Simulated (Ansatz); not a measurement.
# Ta2Si: convergence and cost

This session on Ta2Si sets out to see how the k-point mesh shifted by half a step moves the results.

Method: DFT r2SCAN, scalar-relativistic, plane waves, PAW, in Ansatz 0.2.0.

3 further runs of the same task are left out: 3 for a known fault of the program.

**1. The system as given**

The structure is tetragonal, space group I4/mcm (No. 140). Conventional cell: a = 6.176 Å, b = 6.176 Å, c = 5.047 Å, α = 90.00°, β = 90.00°, γ = 90.00°. Ta (site symmetry m2m) has 4 Si at 2.63 Å and 3 Ta at 2.86 to 2.94 Å as nearest neighbours. Si (site symmetry 422) is surrounded by 2 Si at 2.52 Å and 8 Ta at 2.63 Å.

Structure file:

```cif
data_structure
_symmetry_space_group_name_H-M 'I4/mcm'
_symmetry_Int_Tables_number 140
_cell_length_a 6.1755
_cell_length_b 6.1755
_cell_length_c 5.0473
_cell_angle_alpha 90.000
_cell_angle_beta 90.000
_cell_angle_gamma 90.000
_cell_volume 192.49
loop_
_atom_site_label
_atom_site_type_symbol
_atom_site_symmetry_multiplicity
_atom_site_Wyckoff_symbol
_atom_site_fract_x
_atom_site_fract_y
_atom_site_fract_z
_atom_site_occupancy
Ta1 Ta 8 h 0.33641 0.16359 0.50000 1
Si1 Si 4 a 0.00000 0.00000 0.25000 1
```

Source of the structure: the Materials Project (structure only). It is taken as it stands there.

**2. The base input**

The input, input.yaml:

```yaml
crystal:
  lattice:
    - [-3.0877629443, 3.0877629443, 2.5236412193]
    - [3.0877629443, -3.0877629443, 2.5236412193]
    - [3.0877629443, 3.0877629443, -2.5236412193]
  atoms:
    - { symbol: Ta, position: [0.66359321, 0.83640679, 0.5] }
    - { symbol: Ta, position: [0.83640679, 0.33640679, 0.17281358] }
    - { symbol: Ta, position: [0.33640679, 0.16359321, 0.5] }
    - { symbol: Ta, position: [0.16359321, 0.66359321, 0.82718642] }
    - { symbol: Si, position: [0.25, 0.25, 0.0] }
    - { symbol: Si, position: [0.75, 0.75, 0.0] }
basis:
  ecutwfc: 500
kpoints:
  mp_grid: { grid: [10, 10, 10] }
hamiltonian:
  xc: r2scan
scf:
  occupations: { method: gaussian, width: 0.1 }
output:
  forces: true
  stress: true
  eigenvalues: true
  populations: true
  write_density: true
  write_potential: true
  elf: true
  volumetric_format: npy
```

Its results, from an earlier run: -6843.1790 eV/atom at zero smearing, pressure -0.46 GPa, largest force 0.000 eV/Å, no gap on the mesh, in 6 SCF cycles and 79 s.

**3. K-point mesh shifted by half a step set to 4×4×4**

The input, input.yaml:

```yaml
crystal:
  lattice:
    - [-3.0877629443, 3.0877629443, 2.5236412193]
    - [3.0877629443, -3.0877629443, 2.5236412193]
    - [3.0877629443, 3.0877629443, -2.5236412193]
  atoms:
    - { symbol: Ta, position: [0.66359321, 0.83640679, 0.5] }
    - { symbol: Ta, position: [0.83640679, 0.33640679, 0.17281358] }
    - { symbol: Ta, position: [0.33640679, 0.16359321, 0.5] }
    - { symbol: Ta, position: [0.16359321, 0.66359321, 0.82718642] }
    - { symbol: Si, position: [0.25, 0.25, 0.0] }
    - { symbol: Si, position: [0.75, 0.75, 0.0] }
basis:
  ecutwfc: 500
kpoints:
  mp_grid: { grid: [4, 4, 4], shift: [0.5, 0.5, 0.5] }
hamiltonian:
  xc: r2scan
scf:
  occupations: { method: gaussian, width: 0.1 }
output:
  forces: true
  stress: true
  eigenvalues: true
```

Started as:

```console
$ ansatz run input.yaml --threads 1 --pin off --max-ram 2560MiB --backend cpu --events-out ev --progress --plain --runs-dir out
```

**4. K-point mesh shifted by half a step set to 6×6×6**

Changes to input.yaml since step 3:

```diff
@@ -15,3 +15,3 @@
 kpoints:
-  mp_grid: { grid: [4, 4, 4], shift: [0.5, 0.5, 0.5] }
+  mp_grid: { grid: [6, 6, 6], shift: [0.5, 0.5, 0.5] }
 hamiltonian:
```

**5. K-point mesh shifted by half a step set to 8×8×8**

Changes to input.yaml since step 4:

```diff
@@ -15,3 +15,3 @@
 kpoints:
-  mp_grid: { grid: [6, 6, 6], shift: [0.5, 0.5, 0.5] }
+  mp_grid: { grid: [8, 8, 8], shift: [0.5, 0.5, 0.5] }
 hamiltonian:
```

(Steps that only read results are left out.)

What results come out of these runs, taken together? Wanted: largest energy shift, k-point mesh shifted by half a step.

As calculated:

```
                                                 quantity                   value
largest energy shift, k-point mesh shifted by half a step  3.53 meV/atom at 6×6×6
```

In words: The densest shifted mesh lands 0.06 meV/atom from the base run. The runs treat Ta without spin-orbit coupling.
